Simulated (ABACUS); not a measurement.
Crystal: W.

```
W
1.0
    -1.58234    1.58234    1.58234
     1.58234   -1.58234    1.58234
     1.58234    1.58234   -1.58234
W
1
Direct
  0.00000 0.00000 0.00000
```

Base run:

```yaml
Program: ABACUS 3.10.1
Functional: LDA
Potentials_or_basis: PseudoDojo NC SR 0.4.1 LDA stringent
Cutoff: 1687 eV
Density_cutoff: 6748 eV
Basis: plane waves
k_mesh: 10 × 10 × 10
Occupations: fermi-dirac, width 0.05 eV
Spin: no spin polarisation
```

Its results: band gap on the k mesh none (metal or under the smearing width); pressure -8.2 GPa.

After a change of settings the same cell gave: band gap on the k mesh none (metal or under the smearing width); pressure 9.7 GPa. Which change was it?
A. functional from LDA to RPBE; potentials or basis from PseudoDojo NC SR 0.4.1 LDA stringent to SSSP 1.3 efficiency PBE; cutoff from 1687 eV to 748 eV; density cutoff from 6748 eV to 5987 eV; valence electrons from 28 to 14
B. functional from LDA to BLYP; potentials or basis from PseudoDojo NC SR 0.4.1 LDA stringent to SPMS ONCV 1.0 PBE; cutoff from 1687 eV to 1007 eV; density cutoff from 6748 eV to 4027 eV; valence electrons from 28 to 14
C. basis from plane waves to DZP LCAO (the cutoffs set its grid); k mesh from 10 × 10 × 10 to 11 × 11 × 11
D. functional from LDA to WC; potentials or basis from PseudoDojo NC SR 0.4.1 LDA stringent to PseudoDojo NC SR 0.5 PBE stringent; cutoff from 1687 eV to 1007 eV; density cutoff from 6748 eV to 4027 eV; valence electrons from 28 to 14

A.

Caveats: the potentials were made for another functional, which shifts forces and pressure (some runs).

Not every run made on this cell is shown here.
